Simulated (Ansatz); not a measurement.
**Trial structures of Ge: starts and ends**

Computed with DFT PBE, scalar-relativistic, plane waves, PAW (Ansatz). Settings: cutoff 420 eV, Γ-centred meshes spaced at most about 0.3 Å⁻¹, and about 0.25 Å⁻¹ or finer for metals (2π included), Gaussian smearing. No spin polarisation in the final relaxations.

Each guess was relaxed in cell and atoms at zero pressure, within the symmetry of its start. All energies are static (0 K, no zero-point motion). Coordination counts all near atoms (those within 1.25 times the shortest such distance or 1.15 times the sum of covalent radii; a plus sign parts nearer from farther groups; a slash parts the counts of unlike sites).

```
guess                           made from  start group  V start (Å³/atom)             end group  V end (Å³/atom)  coordination at the end  gap on mesh (eV)  E over the lowest end (meV/atom)
    1  3-, 6-connected net of one element     I4_1/amd               18.6   I4_1/amd (beta-tin)             19.3                   Ge 6+4                 0                                 0
    2                         random cell         C2/m               20.2  Pm-3m (simple cubic)             19.9                     Ge 6                 0                                15
    3                         random cell         P6mm               23.3                P6/mmm             25.0               Ge 2+6/3+6                 0                               287
    4      4-connected net of one element           P2               21.1                     ?                ?                        ?                 ?                                 ?
```

Guess 4 as it starts:

```yaml
crystal:
  lattice:
    - [4.15232, 0.00000, 0.00000]
    - [0.00000, 4.72762, 0.00000]
    - [-0.20218, 0.00000, 4.29731]
  atoms:
    - { symbol: Ge, position: [0.86823, 0.90007, 0.74803] }
    - { symbol: Ge, position: [0.50000, 0.15688, 0.00000] }
    - { symbol: Ge, position: [0.13176, 0.90007, 0.25198] }
    - { symbol: Ge, position: [0.00000, 0.46047, 0.00000] }
```

Question: Predict the end of this guess and its energy over the lowest end.

Answer: It ends in space group P4_322 (No. 95), with a = 4.891 Å, c = 3.954 Å, 23.6 Å³/atom and no gap. It lies 4 meV/atom over the lowest end, within the noise of guess 1 and below guess 2. Counting all near atoms, this end has Ge 4 and the lowest (guess 1) has Ge 6+4.

```xyz
4
Lattice="4.8911 0.0000 0.0000 0.0000 4.8911 0.0000 0.0000 0.0000 3.9537" Properties=species:S:1:pos:R:3 pbc="T T T"
Ge    1.6738    0.0000    0.9884
Ge    0.0000    3.2172    1.9768
Ge    3.2172    0.0000    2.9653
Ge    0.0000    1.6738    0.0000
```

The k mesh leaves some 4 meV/atom of noise in the energy of each metallic cell. The zero gap of P4_322 may come from the functional, which often closes small gaps. Cells relaxed within their symmetry can be saddle points. The part of the Crystallography Open Database at hand lists Ge in space groups No. 64, 96, 227; no cell shown has one of them. Some candidate types were left out of the draw beforehand, so a known form may be missing.
